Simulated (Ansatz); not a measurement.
Input and command of a calculation in Ansatz (plane waves; scalar-relativistic PAW potentials unless the input names others):

```yaml
crystal:
  lattice:
    - [4.1672328106, 0.0, 0.0]
    - [-2.0836164053, 3.6089294775, 0.0]
    - [0.0, 0.0, 7.00600351]
  atoms:
    - { symbol: "N", position: [0.3395678658, 0.6791357416, 0.32893004] }
    - { symbol: "N", position: [0.33333333, 0.66666667, 0.17106996] }
    - { symbol: "N", position: [0.66666667, 0.33333333, 0.82893004] }
    - { symbol: "N", position: [0.66666667, 0.33333333, 0.67106996] }
basis:
  ecutwfc: 420
  precision: f64
kpoints:
  mp_grid: { grid: [6, 6, 4] }
hamiltonian:
  xc: pbesol
scf:
  occupations: { method: gaussian, width: 0.02 }
  eigensolver: { kind: davidson }
output:
  forces: true
  eigenvalues: true
  stress: true
```

```bash
ansatz run input.yaml --threads 1 --pin off --max-ram 1331MiB --backend cpu --events-out ev --progress --plain --runs-dir out
```

Abridged log:
```
Pseudopotentials: kind: paw
Pseudopotential: N, paw, valence charge 5, recommended cutoff 420 eV (normal)
Functional definition: PBEsol
Crystal: 4 atoms, lattice volume = 105.365 Å³
Basis set: ecut = 420 eV, 2045 PW (Γ), exchange–correlation on 60×60×96 points (8 copies of the dense FFT grid, shifted against one another)
Bands: 14, of which v1, the nominal top of the filled ones, is band 10 counted from 1 (9 counted from 0)
Symmetry: 2 space group operations
Space group: Cm (ITA 8), of the structure as read, at distance tolerance 4.7e-5 Å
k-points: 47 of 144 (time reversal used)
Initial density: superposition of atomic densities (neutral atoms: chi_scale 0, normalization atom), corrected by the library's trained network
Initial wavefunctions: pseudopotential atomic-orbital guess
Functional: x = pbesol(κ = 0.804, μ = 0.12345679), c = pbesol(β = 0.046)
SCF iter   1: F=—  HF=-1513.892992 eV  |F-HF|=—  |Δ(HF+E_count)|=         —  Δρ=6.75e-3  dr2=4.41e-2  ethr=1.77e-3  ⟨swp⟩=5.1  Hψ=2963  notcnv=0
SCF iter   2: F=—  HF=-1513.891142 eV  |F-HF|=—  |Δ(HF+E_count)|=   1.85e-3  Δρ=2.33e-3  dr2=5.84e-3  ethr=2.20e-4  ⟨swp⟩=3.0  Hψ=1671  notcnv=0
SCF iter   3: F=—  HF=-1513.893388 eV  |F-HF|=—  |Δ(HF+E_count)|=   2.25e-3  Δρ=6.44e-4  dr2=2.80e-4  ethr=1.39e-6  ⟨swp⟩=2.0  Hψ=2820  notcnv=0
automatic band count: iteration 3 solves 13 bands in place of 14: the levels show a gap, and the empty bands left out lie too high to hold charge; the band table lists the bands solved (type scf.n_extra_bands for more)
SCF iter   4: F=—  HF=-1513.893635 eV  |F-HF|=—  |Δ(HF+E_count)|=   2.47e-4  Δρ=1.30e-4  dr2=1.46e-5  ethr=1.39e-6  ⟨swp⟩=3.0  Hψ=1257  notcnv=0
SCF iter   5: F=—  HF=-1513.893532 eV  |F-HF|=—  |Δ(HF+E_count)|=   1.03e-4  Δρ=4.93e-5  dr2=2.60e-6  ethr=7.30e-8  ⟨swp⟩=3.0  Hψ=1363  notcnv=0
SCF iter   6: F=—  HF=-1513.893532 eV  |F-HF|=—  |Δ(HF+E_count)|=   1.19e-7  Δρ=3.92e-5  dr2=1.87e-6  ethr=1.30e-8  ⟨swp⟩=3.8  Hψ=1501  notcnv=0
SCF iter   7: F=—  HF=-1513.893532 eV  |F-HF|=—  |Δ(HF+E_count)|=   1.91e-7  Δρ=1.64e-5  dr2=3.28e-7  ethr=9.33e-9  ⟨swp⟩=2.0  Hψ=1081  notcnv=0
SCF iter   8: F=-1513.893532 eV  HF=-1513.893532 eV  |F-HF|=4.85e-9  |Δ(HF+E_count)|=   1.37e-8  Δρ=2.89e-6  dr2=7.55e-9  ethr=1.64e-9  ⟨swp⟩=3.9  Hψ=1172  notcnv=0
SCF 1 converged in 8 iterations: F = -1513.893532 eV  dr2 = 7.55e-9
  Residual-converged pass: ⟨swp⟩=3.0  Hψ=1542  notcnv=0  max |occ|·‖R‖ = 6.5e-6 eV (tolerance 6.7e-6 eV) dr2=6.21e-9  dr2_onsite=4.22e-10  max |Δocc| = 0.0e0
SCF converged after 8 iterations
Free energy (F): -1513.893532 eV
Harris-Foulkes:  -1513.893532 eV  (|F-HF|=4.85e-9)
Internal energy: -1513.893532 eV  (E = F + TS)
E sigma→0 (E₀):  -1513.893532 eV
Fermi energy:    -2.417411 eV
--- Forces (eV/Å), atoms counted from 1 ---
  atom   1  N      0.00000000    -0.04287545    -0.95932337
  atom   2  N      0.00000000     0.03977365     0.95906372
  atom   3  N      0.00000000    -0.00255710    -0.83501912
  atom   4  N      0.00000000     0.00565961     0.83533741
--- Stress (GPa, compression-positive) ---
        0.166346       0.000000       0.000000
        0.000000       0.176998      -0.051781
        0.000000      -0.051781      -2.798833
  P = ⅓ Tr σ = -0.8185 GPa (-8.185 kbar)
```

Apart from outputs and empty bands, the input differs from a reference run on usual settings in scf.eigensolver.kind: not typed → "davidson"; basis.precision: not typed → "f64". The reference, at the same geometry (not necessarily relaxed), gave pressure -0.82 GPa, largest force 0.960 eV/Å, gap on the mesh 7.02 eV. This run converged in 8 SCF iterations (reference: 7) with an energy at zero smearing within 0.01 meV/atom of the reference's, pressure -0.82 GPa, largest force 0.960 eV/Å, gap on the mesh 7.02 eV.